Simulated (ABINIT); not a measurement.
# HfO2 (Fm-3m) in ABINIT: further runs

Runs on HfO2. Level: PBE. Tasks: single point, relaxation of cell and atoms.

Everything below comes from runs of ABINIT 10.8.3 (patched build). Logs are shortened: lines on timing, memory, paths and dates and some standing lists are left out, and cuts for length are marked. The log counts tension as positive stress, the text compression.

### Step 1. Starting point

Symmetry: Fm-3m, No. 225, cubic system. Conventional cell: a = 5.115 Å, b = 5.115 Å, c = 5.115 Å, α = 90.00°, β = 90.00°, γ = 90.00°. Hf (site symmetry m-3m) has 8 O at 2.21 Å as nearest neighbours. Around O (site symmetry -43m) lie 4 Hf at 2.21 Å.

Measurements of this composition are mostly on another form, of space group No. 14.

### Step 2. Single point, PBE

Input file run.abi:

```
# Pseudopotentials
pp_dirpath "./"
pseudos "Hf.upf, O.upf"

# Structure
acell 3*1.0
rprim
     0.0000000000     4.8329745637     4.8329745637
     4.8329745637     0.0000000000     4.8329745637
     4.8329745637     4.8329745637     0.0000000000
ntypat 2
znucl 72 8
natom 3
typat 1 2 2
xred
     0.0000000000     0.0000000000     0.0000000000
     0.7500000000     0.7500000000     0.7500000000
     0.2500000000     0.2500000000     0.2500000000

# Plane-wave basis
ecut 952.398519 eV

# k points
kptopt 1
ngkpt 7 7 7
nshiftk 1
shiftk 0.0 0.0 0.0

# Exchange and correlation
ixc 11

# Bands and occupations
nband 16
occopt 3
tsmear 0.00183747

# SCF cycle
nstep 100
tolvrs 1.0e-10

# Output
iomode 3
prtwf 0
prteig 0
prtebands 0
enunit 1
prtden 1
prtvha 1
prtvclmb 1
prtpot 1
prtelf 1
```

Potentials or basis: PseudoDojo NC SR PBE v0.4.1 standard.

The run is started by

```console
mpirun --bind-to none -np 4 abinit run.abi > log 2>&1
```

run.abo:

```text
.Version 10.8.3 of ABINIT
 Symmetries : space group Fm -3 m (#225); Bravais cF (face-center cubic)
================================================================================
 Values of the parameters that define the memory need of the present run
     intxc =       0    ionmov =       0      iscf =       7    lmnmax =       8
     lnmax =       8     mgfft =      40  mpssoang =       4    mqgrid =    3001
     natom =       3  nloc_mem =       1    nspden =       1   nspinor =       1
    nsppol =       1      nsym =      48    n1xccc =    2501    ntypat =       2
    occopt =       3   xclevel =       2
       mpw =        2247          nfft =       64000          nkpt =          20
================================================================================
================================================================================

--------------------------------------------------------------------------------
------------- Echo of variables that govern the present computation ------------
--------------------------------------------------------------------------------
 -outvars: echo values of preprocessed input variables --------
            acell      1.0000000000E+00  1.0000000000E+00  1.0000000000E+00 Bohr
              amu      1.78490000E+02  1.59994000E+01
             ecut      3.50000000E+01 Hartree
           enunit           1
              ixc          11
         kptrlatt        7    0    0      0    7    0      0    0    7
          kptrlen      4.78440072E+01
            natom           3
            nband          16
            ngfft          40      40      40
             nkpt          20
            nstep         100
             nsym          48
           ntypat           2
           occopt           3
        prtebands           0
           prteig           0
           prtelf           1
           prtpot           1
         prtvclmb           1
           prtvha           1
            prtwf           0
            rprim      0.0000000000E+00  4.8329745637E+00  4.8329745637E+00
                       4.8329745637E+00  0.0000000000E+00  4.8329745637E+00
                       4.8329745637E+00  4.8329745637E+00  0.0000000000E+00
          spgroup         225
           tolvrs      1.00000000E-10
           tsmear      1.83747000E-03 Hartree
            typat      1  2  2
           xangst      0.0000000000E+00  0.0000000000E+00  0.0000000000E+00
                       3.8362499974E+00  3.8362499974E+00  3.8362499974E+00
                       1.2787499991E+00  1.2787499991E+00  1.2787499991E+00
            xcart      0.0000000000E+00  0.0000000000E+00  0.0000000000E+00
                       7.2494618456E+00  7.2494618456E+00  7.2494618456E+00
                       2.4164872818E+00  2.4164872818E+00  2.4164872819E+00
             xred      0.0000000000E+00  0.0000000000E+00  0.0000000000E+00
                       7.5000000000E-01  7.5000000000E-01  7.5000000000E-01
                       2.5000000000E-01  2.5000000000E-01  2.5000000000E-01
            znucl       72.00000    8.00000

================================================================================

 chkinp: Checking input parameters for consistency.

================================================================================
== DATASET  1 ==================================================================

--- !DatasetInfo
iteration_state: {dtset: 1, }
dimensions: {natom: 3, nkpt: 20, mband: 16, nsppol: 1, nspinor: 1, nspden: 1, mpw: 2247, }
cutoff_energies: {ecut:  35.0, pawecutdg:  -1.0, }
electrons: {nelect:   2.40000000E+01, charge:   0.00000000E+00, occopt:   3.00000000E+00, tsmear:   1.83747000E-03, }
meta: {optdriver: 0, ionmov: 0, optcell: 0, iscf: 7, paral_kgb: 0, }
...

 Exchange-correlation functional for the present dataset will be:
  GGA: Perdew-Burke-Ernzerhof functional - ixc=11
  J.P.Perdew, K.Burke, M.Ernzerhof, PRL 77, 3865 (1996)

 Real(R)+Recip(G) space primitive vectors, cartesian coordinates (Bohr,Bohr^-1):
 R(1)=  0.0000000  4.8329746  4.8329746  G(1)= -0.1034560  0.1034560  0.1034560
 R(2)=  4.8329746  0.0000000  4.8329746  G(2)=  0.1034560 -0.1034560  0.1034560
 R(3)=  4.8329746  4.8329746  0.0000000  G(3)=  0.1034560  0.1034560 -0.1034560
 Unit cell volume ucvol=  2.2577379E+02 bohr^3
 Angles (23,13,12)=  6.00000000E+01  6.00000000E+01  6.00000000E+01 degrees

 getcut: wavevector=  0.0000  0.0000  0.0000  ngfft=  40  40  40
         ecut(hartree)=     35.000   => boxcut(ratio)=   2.19751

--- Pseudopotential description ------------------------------------------------
- pspini: atom type   1  psp file is ./Hf.upf
12 -101130 3 -1 1656                          pspcod,pspxc,lmax,lloc,mmax
     nproj     2     2     2     2

- pspini: atom type   2  psp file is ./O.upf
12 -101130 2 -1 936                           pspcod,pspxc,lmax,lloc,mmax
     nproj     2     2     1     0

   8.24044876E+02                                ecore*ucvol(ha*bohr**3)
--------------------------------------------------------------------------------

================================================================================

--- !BeginCycle
iteration_state: {dtset: 1, }
solver: {iscf: 7, nstep: 100, nline: 4, wfoptalg: 0, }
tolerances: {tolvrs: 1.00E-10, }
...

     iter   Etot(hartree)      deltaE(h)  residm     vres2
 ETOT  1  -89.385303912991    -8.939E+01 9.324E-02 1.323E+03
 ETOT  2  -89.113974136697     2.713E-01 3.520E-02 2.309E+03
 ETOT  3  -89.696125497866    -5.822E-01 9.528E-03 3.751E+01
 ETOT  4  -89.703417251414    -7.292E-03 5.803E-03 2.597E+00
 ETOT  5  -89.703814707047    -3.975E-04 6.723E-04 1.602E-01
 ETOT  6  -89.703855538549    -4.083E-05 1.150E-03 4.889E-03
 ETOT  7  -89.703856604533    -1.066E-06 2.787E-04 1.250E-05
 ETOT  8  -89.703856606277    -1.744E-09 4.864E-04 2.247E-06
 ETOT  9  -89.703856606601    -3.242E-10 1.074E-04 5.992E-08
 ETOT 10  -89.703856606606    -4.832E-12 1.864E-04 2.930E-09
 ETOT 11  -89.703856606608    -2.487E-12 4.555E-05 4.963E-11

 At SCF step   11       vres2   =  4.96E-11 < tolvrs=  1.00E-10 =>converged.

 Compute ELF
--------------------------------------------------------------------------------

 Compute kinetic energy density

 Compute gradient of the electron density
 Electron Localization Function (ELF) [min:0;max:1]
)     Maximum=    8.7009E-01  at reduced coord.    0.9250    0.9250    0.9500
)     Minimum=    8.4922E-04  at reduced coord.    0.2500    0.2500    0.2500
   Integrated=    7.6588E+01

--------------------------------------------------------------------------------
 End of ELF section

 Cartesian components of stress tensor (hartree/bohr^3)
  sigma(1 1)=  2.14977232E-04  sigma(3 2)=  0.00000000E+00
  sigma(2 2)=  2.14977232E-04  sigma(3 1)=  0.00000000E+00
  sigma(3 3)=  2.14977232E-04  sigma(2 1)=  0.00000000E+00

--- !ResultsGS
iteration_state: {dtset: 1, }
comment   : Summary of ground state results
lattice_vectors:
- [  0.0000000,   4.8329746,   4.8329746, ]
- [  4.8329746,   0.0000000,   4.8329746, ]
- [  4.8329746,   4.8329746,   0.0000000, ]
lattice_lengths: [   6.83486,    6.83486,    6.83486, ]
lattice_angles: [ 60.000,  60.000,  60.000, ] # degrees, (23, 13, 12)
lattice_volume:   2.2577379E+02
convergence: {deltae: -2.487E-12, res2:  4.963E-11, residm:  4.555E-05, diffor: null, }
etotal    :  -8.97038566E+01
entropy   :   0.00000000E+00
fermie    :   3.71774028E-01
cartesian_stress_tensor: # hartree/bohr^3
- [  2.14977232E-04,   0.00000000E+00,   0.00000000E+00, ]
- [  0.00000000E+00,   2.14977232E-04,   0.00000000E+00, ]
- [  0.00000000E+00,   0.00000000E+00,   2.14977232E-04, ]
pressure_GPa:  -6.3248E+00
xred      :
- [  0.0000E+00,   0.0000E+00,   0.0000E+00, Hf]
- [  7.5000E-01,   7.5000E-01,   7.5000E-01,  O]
- [  2.5000E-01,   2.5000E-01,   2.5000E-01,  O]
cartesian_forces: # hartree/bohr
- [ -1.18856612E-27,  -2.98943672E-44,   1.18856612E-27, ]
- [ -9.65709970E-28,   2.22856147E-28,   5.19997676E-28, ]
- [  2.15427609E-27,  -2.22856147E-28,  -1.70856379E-27, ]
force_length_stats: {min:   1.11922214E-27, max:   2.75857944E-27, mean:   1.85289597E-27, }
...

 Integrated electronic density in atomic spheres:
 ------------------------------------------------
 Atom  Sphere_radius  Integrated_density
    1        2.00000          8.27405937
    2        2.00000          6.34109784
    3        2.00000          6.34109784
================================================================================

 ----iterations are completed or convergence reached----

 Mean square residual over all n,k,spin=   68.975E-08; max=  45.547E-06
 reduced coordinates (array xred) for    3 atoms
       0.000000000000      0.000000000000      0.000000000000
       0.750000000000      0.750000000000      0.750000000000
       0.250000000000      0.250000000000      0.250000000000
 rms dE/dt=  7.2518E-27; max dE/dt=  1.5079E-26; dE/dt below (all hartree)
    1       0.000000000000      0.000000000000      0.000000000000
    2       0.000000000000      0.000000000000     -0.000000000000
    3       0.000000000000     -0.000000000000     -0.000000000000

 cartesian coordinates (angstrom) at end:
    1      0.00000000000000     0.00000000000000     0.00000000000000
    2      3.83624999737331     3.83624999737331     3.83624999737331
    3      1.27874999912444     1.27874999912444     1.27874999912444

 cartesian forces (hartree/bohr) at end:
    1     -0.00000000000000    -0.00000000000000     0.00000000000000
    2     -0.00000000000000     0.00000000000000     0.00000000000000
    3      0.00000000000000    -0.00000000000000    -0.00000000000000
 frms,max,avg= 1.1395807E-27 2.1542761E-27   0.000E+00  0.000E+00  0.000E+00 h/b

 cartesian forces (eV/Angstrom) at end:
    1     -0.00000000000000    -0.00000000000000     0.00000000000000
    2     -0.00000000000000     0.00000000000000     0.00000000000000
    3      0.00000000000000    -0.00000000000000    -0.00000000000000
 frms,max,avg= 5.8599596E-26 1.1077733E-25   0.000E+00  0.000E+00  0.000E+00 e/A
 length scales=  1.000000000000  1.000000000000  1.000000000000 bohr
              =  0.529177210544  0.529177210544  0.529177210544 angstroms
 Fermi (or HOMO) energy (eV) =  10.11649   Average Vxc (eV)= -12.00841
 Eigenvalues (   eV  ) for nkpt=  20  k points:
 kpt#   1, nband= 16, wtk=  0.00292, kpt=  0.0000  0.0000  0.0000 (reduced coord)
 -53.47029  -21.92924  -21.92924  -21.92924  -10.70562   -7.77917    2.62406    2.62406
   2.62406    7.20247    7.20247    7.20247   11.67282   11.67282   13.45250   17.91455
 prteigrs : prtvol=0 or 1, do not print more k-points.

--- !EnergyTerms
iteration_state     : {dtset: 1, }
comment             : Components of total free energy in Hartree
kinetic             :  3.66002404115562E+01
hartree             :  1.40556755187656E+01
xc                  : -2.26940474162769E+01
Ewald energy        : -6.72333631159552E+01
psp_core            :  3.64986952415374E+00
local_psp           : -5.16430674119508E+01
non_local_psp       : -2.43916411690095E+00
internal            : -8.97038566066084E+01
'-kT*entropy'       :  1.87991019907061E-15
total_energy        : -8.97038566066084E+01
total_energy_eV     : -2.44096628987652E+03
band_energy         : -7.94602056869243E+00
...

 Cartesian components of stress tensor (hartree/bohr^3)
  sigma(1 1)=  2.14977232E-04  sigma(3 2)=  0.00000000E+00
  sigma(2 2)=  2.14977232E-04  sigma(3 1)=  0.00000000E+00
  sigma(3 3)=  2.14977232E-04  sigma(2 1)=  0.00000000E+00

-Cartesian components of stress tensor (GPa)         [Pressure= -6.3248E+00 GPa]
- sigma(1 1)=  6.32484852E+00  sigma(3 2)=  0.00000000E+00
- sigma(2 2)=  6.32484852E+00  sigma(3 1)=  0.00000000E+00
- sigma(3 3)=  6.32484852E+00  sigma(2 1)=  0.00000000E+00

== END DATASET(S) ==============================================================
================================================================================

 -outvars: echo values of variables after computation  --------
            acell      1.0000000000E+00  1.0000000000E+00  1.0000000000E+00 Bohr
           etotal     -8.9703856607E+01
            fcart     -1.1885661167E-27 -2.9894367239E-44  1.1885661167E-27
                      -9.6570996984E-28  2.2285614689E-28  5.1999767607E-28
                       2.1542760866E-27 -2.2285614689E-28 -1.7085637928E-27
            rprim      0.0000000000E+00  4.8329745637E+00  4.8329745637E+00
                       4.8329745637E+00  0.0000000000E+00  4.8329745637E+00
                       4.8329745637E+00  4.8329745637E+00  0.0000000000E+00
           strten      2.1497723160E-04  2.1497723160E-04  2.1497723160E-04
                       0.0000000000E+00  0.0000000000E+00  0.0000000000E+00
           xangst      0.0000000000E+00  0.0000000000E+00  0.0000000000E+00
                       3.8362499974E+00  3.8362499974E+00  3.8362499974E+00
                       1.2787499991E+00  1.2787499991E+00  1.2787499991E+00
             xred      0.0000000000E+00  0.0000000000E+00  0.0000000000E+00
                       7.5000000000E-01  7.5000000000E-01  7.5000000000E-01
                       2.5000000000E-01  2.5000000000E-01  2.5000000000E-01
 Calculation completed.
```

Wall time 10 s (4 MPI ranks of Arm Neoverse V1, shared host); peak memory 0.28 GiB.

Results:

* Free energy: -2440.9663 eV
* Band gap on the k mesh: 3.95 eV, indirect (least direct gap 4.11 eV)
* Valence electrons inside the program's atomic spheres: Hf 8.27; O 6.34

Levels at points of the mesh, in eV from the valence-band top:
```tsv
k point	band 10	band 11	band 12	band 13	band 14	band 15
(0.00, 0.00, 0.00)	-0.51	-0.51	-0.51	3.96	3.96	5.74
```

Caveat: the cutoff is too short for stress, so the log's stress isn't used; spin-orbit coupling is left out, which moves the levels of the heavy elements; an odd mesh through Γ misses points on the zone boundary, where band edges often lie.

### Step 3. Relaxation of cell and atoms, PBE

Input file run.abi:

```
# Pseudopotentials
pp_dirpath "./"
pseudos "Hf_ONCV_PBE-1.2.upf, O_ONCV_PBE-1.2.upf"

# Structure
acell 3*1.0
rprim
     0.0000000000     4.8329745637     4.8329745637
     4.8329745637     0.0000000000     4.8329745637
     4.8329745637     4.8329745637     0.0000000000
ntypat 2
znucl 72 8
natom 3
typat 1 2 2
chkprim 0
chksymtnons 0
tolsym 1.0e-6
xred
            0.0            0.0            0.0
            3/4            3/4            3/4
            1/4            1/4            1/4

# Plane-wave basis
ecut 42.0
ecutsm 0.5

# k points
kptopt 1
ngkpt 7 7 7
nshiftk 1
shiftk 0.0 0.0 0.0

# Exchange and correlation
ixc 11

# Bands and occupations
nband 23
occopt 3
tsmear 0.05 eV

# SCF cycle
nstep 80
tolvrs 1.0e-12

# Output
iomode 3
prteig 0
prtebands 0
prtwf 0
prtden 0

# Relaxation
ionmov 2
optcell 2
ntime 50
tolmxf 2.0e-5
dilatmx 1.08
```

Potentials or basis: SG15 NC PBE v1.2.

The run is started by

```console
mpirun --bind-to none -np 4 abinit run.abi > log 2>&1
```

Run time: 83 s. Hardware: 4 MPI ranks of Arm Neoverse V1, shared host; peak memory 0.36 GiB.

It converged, with:

| Quantity | Value |
| --- | --- |
| Free energy | -6963.2982 eV |
| Relaxed volume | 11.01 Å³/atom |
| Relaxed cell | a = 3.601 Å, b = 3.601 Å, c = 3.601 Å, α = 60.00°, β = 60.00°, γ = 60.00° |
| Space group after relaxing (to 0.05 Å) | Fm-3m (No. 225) |
| Energy gained by relaxing | 1.4 meV/atom |
| Ionic steps | 4 |
| Pressure after relaxing | 0.0 GPa |
| Band gap on the k mesh | 3.88 eV, indirect (least direct gap 4.06 eV) |

The path:
| step | energy change (eV) | largest force (eV/Å) | pressure (GPa) | volume (Å³) |
| --- | --- | --- | --- | --- |
| 1 | 0.0000 | 0.0000 | -3.09 | 33.46 |
| 2 | -0.0039 | 0.0000 | -0.82 | 33.14 |
| 3 | -0.0042 | 0.0000 | 0.01 | 33.03 |
| 4 | -0.0042 | 0.0000 | 0.00 | 33.03 |

Final structure:
```yaml
crystal:
  lattice:
    - [0.00000, 2.54658, 2.54658]
    - [2.54658, 0.00000, 2.54658]
    - [2.54658, 2.54658, 0.00000]
  atoms:
    - { symbol: Hf, position: [0.00000, 0.00000, 0.00000] }
    - { symbol: O, position: [0.75000, 0.75000, 0.75000] }
    - { symbol: O, position: [0.25000, 0.25000, 0.25000] }
```

Caveat: spin-orbit coupling is left out, which moves the levels of the heavy elements; an odd mesh through Γ misses points on the zone boundary, where band edges often lie. As with any semilocal functional, this PBE gap is likely too small.
